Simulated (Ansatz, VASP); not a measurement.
HfN: VASP beside Ansatz

The input INCAR:

```
PREC = Accurate ; ENCUT = 520
EDIFF = 1E-6 ; ISMEAR = -1
SIGMA = 0.05 ; LREAL = F
LASPH = T ; NELM = 100
ALGO = Normal ; ISIF = 2
LWAVE = F ; LCHARG = F
GGA = PE ; NBANDS = 14
```

The input KPOINTS:

```
Automatic mesh
0
Gamma
  9 9 9
```

File POSCAR:

```
HfN
1.0
    2.8250300000      0.0000000000      0.0000000000
    0.0000000000      2.8250300000      0.0000000000
    0.0000000000      0.0000000000      2.8250300000
Hf N
1 1
Direct
    0.5054140000      0.4961460000      0.4953520000
   -0.0141750000      0.0080480000     -0.0170440000
```

The input input.yaml:

```yaml
crystal:
  lattice:
    - [2.82503, 0.0, 0.0]
    - [0.0, 2.82503, 0.0]
    - [0.0, 0.0, 2.82503]
  atoms:
    - { symbol: Hf, position: [0.505414, 0.496146, 0.495352] }
    - { symbol: "N", position: [-0.014175, 0.008048, -0.017044] }
kpoints:
  mp_grid: { grid: [9, 9, 9] }
scf:
  occupations: { method: fermi_dirac, width: 0.05 }
hamiltonian:
  xc: pbe
  pseudopotentials: { kind: all_electron, lapw: { basis_error: 0.001 } }
output:
  forces: true
  stress: true
  eigenvalues: true
  populations: true
```

Change from the starting cell: atoms moved at random, drawn with an rms of 0.05 Å.

Alike in both runs: task single point; functional PBE; k mesh 9 × 9 × 9; occupations fermi-dirac, width 0.05 eV; no spin polarisation.

|  | VASP | Ansatz |
| --- | --- | --- |
| version | VASP 6.6.1 | Ansatz 0.2.0 |
| potentials or method | VASP PAW PBE potentials, release 64 (Hf_pv, N) | all-electron LAPW, scalar-relativistic |
| plane-wave cutoff (eV) | 520 | see its input |

VASP gave:

```
gap on the k mesh at the Fermi level (eV)       : none
pressure (GPa)                                  : -2.0
largest component of the traceless stress (GPa) : 0.45
rms of the force components (eV/Å)              : 0.120
```

**Question.** Which values does Ansatz return?

**Answer.** gap on the k mesh at the Fermi level (eV): none; pressure (GPa): 0.7; largest component of the traceless stress (GPa): 0.45; rms of the force components (eV/Å): 0.122.

Atom by atom the forces differ by 0.002 eV/Å (rms over components). A gap of «none» marks a metal or a gap that the smearing closes. Ansatz ran all-electron here, so the differences hold the error of VASP's frozen core and of both bases.

The runs have no spin-orbit coupling, so splittings on Hf are missing.
